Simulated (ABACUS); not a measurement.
# NbAs (I4_1md) in ABACUS: reference runs

How does NbAs come out in PBEsol? The cell is run as given and disturbed.

All numbers are computed with ABACUS 3.10.1; they aren't measurements. Logs are shortened: lines on timing, memory, paths and dates and some standing lists are left out, and cuts for length are marked.

### Step 1. The crystal as given

Symmetry: I4_1md, No. 109, tetragonal system. Conventional cell: a = 3.452 Å, b = 3.452 Å, c = 11.680 Å, α = 90.00°, β = 90.00°, γ = 90.00°. Nb (site symmetry 2mm) has 6 As at 2.60 to 2.63 Å as nearest neighbours. Around As (site symmetry 2mm) lie 6 Nb at 2.60 to 2.63 Å.

### Step 2. Single point, PBEsol

INPUT

```
INPUT_PARAMETERS
suffix              NbAs
calculation         scf
basis_type          pw
pseudo_dir          ./
symmetry            1
dft_functional      pbesol
ecutwfc             84
pseudo_rcut         7
nspin               1
nbands              34
ks_solver           dav
smearing_method     fd
smearing_sigma      0.00367493
scf_thr             1e-08
scf_nmax            100
mixing_type         broyden
mixing_beta         0.7
cal_force           1
cal_stress          1
out_chg             1
out_pot             2
out_elf             1
```

STRU

```
ATOMIC_SPECIES
Nb 92.9064 Nb.upf
As 74.9216 As.upf

LATTICE_CONSTANT
1.8897261246

LATTICE_VECTORS
-1.7258500000 1.7258500000 5.8400000000
1.7258500000 -1.7258500000 5.8400000000
1.7258500000 1.7258500000 -5.8400000000

ATOMIC_POSITIONS
Direct

Nb
0.0
2
0.5000000000 0.0000000000 0.5000000000 1 1 1
0.7500000000 0.7500000000 0.0000000000 1 1 1

As
0.0
2
0.9160000000 0.4160000000 0.5000000000 1 1 1
0.1660000000 0.1660000000 0.0000000000 1 1 1
```

KPT

```
K_POINTS
0
Gamma
11 11 11 0 0 0
```

Potentials or basis: PseudoDojo NC SR 0.4.1 PBEsol standard, plane waves.

Launch:

```sh
> OMP_NUM_THREADS=1 mpirun -np 4 abacus > log
```

running log:

```text
ABACUS v3.10.1

               Atomic-orbital Based Ab-initio Computation at UStc

 ------------------------------------------------------------------------------------

 READING GENERAL INFORMATION
                           global_out_dir = OUT.NbAs/
                           global_in_card = INPUT
                               pseudo_dir = ./
                              orbital_dir =
                                    DSIZE = 4
                                    GSIZE = 1

 READING UNITCELL INFORMATION
                                    ntype = 2
                  lattice constant (Bohr) = 1.88973
              lattice constant (Angstrom) = 1

 READING ATOM TYPE 1
                               atom label = Nb
                      L=0, number of zeta = 1
                      L=1, number of zeta = 1
                      L=2, number of zeta = 1
             number of atom for this type = 2

 READING ATOM TYPE 2
                               atom label = As
                      L=0, number of zeta = 1
                      L=1, number of zeta = 1
                      L=2, number of zeta = 1
             number of atom for this type = 2

                        TOTAL ATOM NUMBER = 4
DIRECT COORDINATES
    atom                   x                   y                   z     mag                  vx                  vy                  vz
taud_Nb1            0.5000000000        0.0000000000        0.5000000000  0.0000        0.0000000000        0.0000000000        0.0000000000
taud_Nb2            0.7500000000        0.7500000000        0.0000000000  0.0000        0.0000000000        0.0000000000        0.0000000000
taud_As1            0.9160000000        0.4160000000        0.5000000000  0.0000        0.0000000000        0.0000000000        0.0000000000
taud_As2            0.1660000000        0.1660000000        0.0000000000  0.0000        0.0000000000        0.0000000000        0.0000000000

                          Volume (Bohr^3) = 469.543
                             Volume (A^3) = 69.579

 Lattice vectors: (Cartesian coordinate: in unit of a_0)
             -1.72585            +1.72585               +5.84
             +1.72585            -1.72585               +5.84
             +1.72585            +1.72585               -5.84
 Reciprocal vectors: (Cartesian coordinate: in unit of 2 pi/a_0)
                   +0           +0.289712          +0.0856164
            +0.289712                  +0          +0.0856164
            +0.289712           +0.289712                  +0
 The esolver type has been set to : ksdft_pw

                PAO radial cut off (Bohr) = 7

 Read in pseudopotential file is Nb.upf
                     pseudopotential type = NC
          exchange-correlation functional = PBESOL
                 nonlocal core correction = 1
                        valence electrons = 13
                                     lmax = 2
                           number of zeta = 4
                     number of projectors = 6
                           L of projector = 0
[... 5 lines left out ...]
                PAO radial cut off (Bohr) = 7

 Read in pseudopotential file is As.upf
                     pseudopotential type = NC
          exchange-correlation functional = PBESOL
                 nonlocal core correction = 1
                        valence electrons = 15
                                     lmax = 2
                           number of zeta = 3
                     number of projectors = 6
                           L of projector = 0
                           L of projector = 0
                           L of projector = 1
                           L of projector = 1
                           L of projector = 2
                           L of projector = 2
     initial pseudo atomic orbital number = 38

 SETUP THE ELECTRONS NUMBER
            electron number of element Nb = 13
      total electron number of element Nb = 26
            electron number of element As = 15
      total electron number of element As = 30
            AUTOSET number of electrons:  = 56
                           occupied bands = 28
                                   NBANDS = 34
                                   NLOCAL = 36

%%%%%%%%%%%%%%%%%%%%%%%%%%%%%%%%%%%%%%%%%%%%%%%%%%%%%%%%%%%%%%%%%%%%%%%%%%%%%%%%%%%%%%%%%%%%%%%%%%%%%%%%%%
 Warning: the number of valence electrons in pseudopotential > 5 for Nb: [Kr] 4d4 5s1
 Warning: the number of valence electrons in pseudopotential > 5 for As: [Ar] 3d10 4s2 4p3
 Pseudopotentials with additional electrons can yield (more) accurate outcomes, but may be less efficient.
 If you're confident that your chosen pseudopotential is appropriate, you can safely ignore this warning.
%%%%%%%%%%%%%%%%%%%%%%%%%%%%%%%%%%%%%%%%%%%%%%%%%%%%%%%%%%%%%%%%%%%%%%%%%%%%%%%%%%%%%%%%%%%%%%%%%%%%%%%%%%

 SETUP THE PLANE WAVE BASIS
 energy cutoff for charge/potential (unit:Ry) = 336
            fft grid for charge/potential = [ 72, 72, 72 ]
                        fft grid division = [ 1, 1, 1 ]
        big fft grid for charge/potential = [ 72, 72, 72 ]
                                     nbxx = 93312
                                     nrxx = 93312

 SETUP PLANE WAVES FOR CHARGE/POTENTIAL
                    number of plane waves = 48713
                         number of sticks = 2711

 PARALLEL PW FOR CHARGE/POTENTIAL
     PROC   COLUMNS(POT)             PW
        1            678          12179
        2            677          12178
        3            678          12178
        4            678          12178
 --------------- sum -------------------
        4           2711          48713
                            number of |g| = 2633
                                  max |g| = 30.3885
                                  min |g| = 0.0293207

----------- Double Check Mixing Parameters Begin ------------
mixing_type: broyden
mixing_beta: 0.7
mixing_gg0: 1
mixing_gg0_min: 0.1
[... 31 lines left out ...]
                                       C4 = 0
                                       C6 = 0
                                       S1 = 2
                                       S3 = 0
                                       S4 = 0
                                       S6 = 0
                              POINT GROUP = C_2v
                                       C2 = 1
                                       C3 = 0
                                       C4 = 2
                                       C6 = 0
                                       S1 = 4
                                       S3 = 0
                                       S4 = 0
                                       S6 = 0
               POINT GROUP IN SPACE GROUP = C_4v

 SETUP K-POINTS
                                    nspin = 1
                   Input type of k points = Monkhorst-Pack(Gamma)
                                   nkstot = 1331
                       right hand lattice = 1
(for reciprocal lattice: )
                             BRAVAIS TYPE = 6
                     BRAVAIS LATTICE NAME = 06. Tetrogonal I (body-centered)
                                    ibrav = 6
                       right hand lattice = 1
(for k-lattice: )
                             BRAVAIS TYPE = 6
                     BRAVAIS LATTICE NAME = 06. Tetrogonal I (body-centered)
                                    ibrav = 6
                       right hand lattice = 1
                        ROTATION MATRICES = 16
                               nkstot_ibz = 126
K-POINTS REDUCTION ACCORDING TO SYMMETRY
     IBZ    DIRECT_X    DIRECT_Y    DIRECT_Z  WEIGHT  ibz2bz
       1  0.00000000  0.00000000  0.00000000  0.0008       0
       2 -0.09090909  0.00000000  0.09090909  0.0060       1
       3 -0.18181818  0.00000000  0.18181818  0.0060       2
       4 -0.27272727  0.00000000  0.27272727  0.0060       3
       5 -0.36363636  0.00000000  0.36363636  0.0060       4
       6 -0.45454545  0.00000000  0.45454545  0.0060       5
[... 22 lines left out ...]
      29 -0.27272727  0.36363636 -0.09090909  0.0120      40
      30 -0.27272727  0.27272727  0.00000000  0.0030      41
[... 96 further k points ...]

                               nkstot now = 126
[... K-POINTS DIRECT COORDINATES: 126 rows ...]

           k-point number in this process = 126
       minimum distributed K point number = 126
[... stars of the k points ...]

[... K-POINTS CARTESIAN COORDINATES: 126 rows ...]

[... K-POINTS DIRECT COORDINATES: 126 rows ...]

 SETUP PLANE WAVES FOR WAVE FUNCTIONS
     energy cutoff for wavefunc (unit:Ry) = 84
              fft grid for wave functions = [ 72, 72, 72 ]
                    number of plane waves = 9021
                         number of sticks = 879

 PARALLEL PW FOR WAVE FUNCTIONS
     PROC   COLUMNS(POT)             PW
        1            220           2256
        2            220           2256
        3            219           2254
        4            220           2255
 --------------- sum -------------------
        4            879           9021

 SETUP NONLOCAL PSEUDOPOTENTIALS IN PLANE WAVE BASIS
 Nb non-local projectors:
 projector 1 L=0
 projector 2 L=0
 projector 3 L=1
 projector 4 L=1
 projector 5 L=2
 projector 6 L=2
 As non-local projectors:
 projector 1 L=0
 projector 2 L=0
 projector 3 L=1
 projector 4 L=1
 projector 5 L=2
 projector 6 L=2
      TOTAL NUMBER OF NONLOCAL PROJECTORS = 72

 Init Non-Local PseudoPotential table :
 Init Non-Local-Pseudopotential done.

                                     npwx = 1532

 Make real space PAO into reciprocal space.
       max mesh points in Pseudopotential = 701
     dq(describe PAO in reciprocal space) = 0.01
                                    max q = 1104

 number of pseudo atomic orbitals for Nb is 4
WARNING: norm of atomic wavefunction # 3 of atomic type Nb is 0.997934, renormalized
WARNING: norm of atomic wavefunction # 4 of atomic type Nb is 0.98691, renormalized

 number of pseudo atomic orbitals for As is 3
WARNING: norm of atomic wavefunction # 2 of atomic type As is 0.99998, renormalized
WARNING: norm of atomic wavefunction # 3 of atomic type As is 0.998504, renormalized

 -------------------------------------------
 SELF-CONSISTENT
 -------------------------------------------
                                 init_chg = atomic

 PW ALGORITHM --------------- ION=   1  ELEC=   1--------------------------------
 Notice: Threshold on eigenvalues was too large.
 hsover_error=0.56 > DRHO=0.546838
 Origin diag ethr = 0.01
 New diag ethr = 0.000976496

 Density error is 0.547552211477
                          Error Threshold = 0.000976495542148
----------------------------------------------------------
     Energy           Rydberg                 eV
----------------------------------------------------------
 E_KohnSham     -672.7491051221      -9153.2211540615
 E_Harris       -675.9565666691      -9196.8609072171
 E_Fermi        1.2792077268         17.4045140107
----------------------------------------------------------
[... 75 lines left out ...]
 Density error is 1.09587917893e-09
                          Error Threshold = 7.14820063896e-11
----------------------------------------------------------
     Energy           Rydberg                 eV
----------------------------------------------------------
 E_KohnSham     -672.9598760083      -9156.0888390864
 E_KS(sigma->0) -672.9596510912      -9156.0857789318
 E_Harris       -672.9598277649      -9156.0881827011
 E_band         -35.0236308362       -476.5209440212
 E_one_elec     -210.6505318636      -2866.0475200749
 E_Hartree      139.6717604093       1900.3317912573
 E_xc           -146.2705441943      -1990.1128506032
 E_Ewald        -455.7101105255      -6200.2541393564
 E_entropy(-TS) -0.0004498343        -0.0061203091
 E_descf        0.0000000000         0.0000000000
 E_exx          0.0000000000         0.0000000000
 E_Fermi        1.2089645877         16.4488070729
----------------------------------------------------------

 charge density convergence is achieved
 final etot is -9156.0888391 eV
 EFERMI = 16.448807073 eV
The vacuum level is 9.4281660966 eV

 STATE ENERGY(eV) AND OCCUPATIONS    NSPIN == 1
 1/126 kpoint (Cartesian) = 0.0000 0.0000 0.0000 (1523 pws)
       1       -38.5750     0.00150263
       2       -38.5464     0.00150263
       3       -19.1298     0.00150263
       4       -19.1298     0.00150263
       5       -19.1065     0.00150263
       6       -19.1064     0.00150263
[... 206 lines left out ...]
      33        19.1808    2.24001e-26
      34        19.9237    7.89810e-33

[... levels at 120 further k points ...]

------------------------------------------------------------------------------------------
 TOTAL-FORCE (eV/Angstrom)
------------------------------------------------------------------------------------------
                       Nb1         0.0000000000         0.0000000000        -0.2897246772
                       Nb2         0.0000000000         0.0000000000        -0.2897246772
                       As1         0.0000000000         0.0000000000         0.2897246772
                       As2         0.0000000000         0.0000000000         0.2897246772
------------------------------------------------------------------------------------------

----------------------------------------------------------------
 TOTAL-STRESS (KBAR)
----------------------------------------------------------------
       -25.8973967431         0.0000000000         0.0000000000
         0.0000000000       -25.8973967431        -0.0000000000
        -0.0000000000        -0.0000000000       -15.5498006744
----------------------------------------------------------------
 TOTAL-PRESSURE: -22.448198 KBAR

 --------------------------------------------
 !FINAL_ETOT_IS -9156.0888390863765380 eV
 --------------------------------------------
```

It took 2.1 min on 4 MPI ranks of AMD EPYC 9R45 (Zen 5), shared host; peak memory 0.76 GiB.

What came out:

- Free energy: -9156.0888 eV
- Pressure: -2.2 GPa
- Largest force: 0.290 eV/Å
- Band gap on the k mesh: none (metal or under the smearing width)

Forces in eV/Å, atoms in the order of the input:
```
Nb   0.000  0.000 -0.290
Nb   0.000  0.000 -0.290
As   0.000  0.000  0.290
As   0.000  0.000  0.290
```

Stress tensor (GPa, compression positive):
```
-2.59  0.00  0.00
 0.00 -2.59  0.00
 0.00  0.00 -1.55
```

Caveat: there are fewer bands than atomic start orbitals, so a level may be missed at k points of high symmetry.

(Part 1 of 2 ends here.)
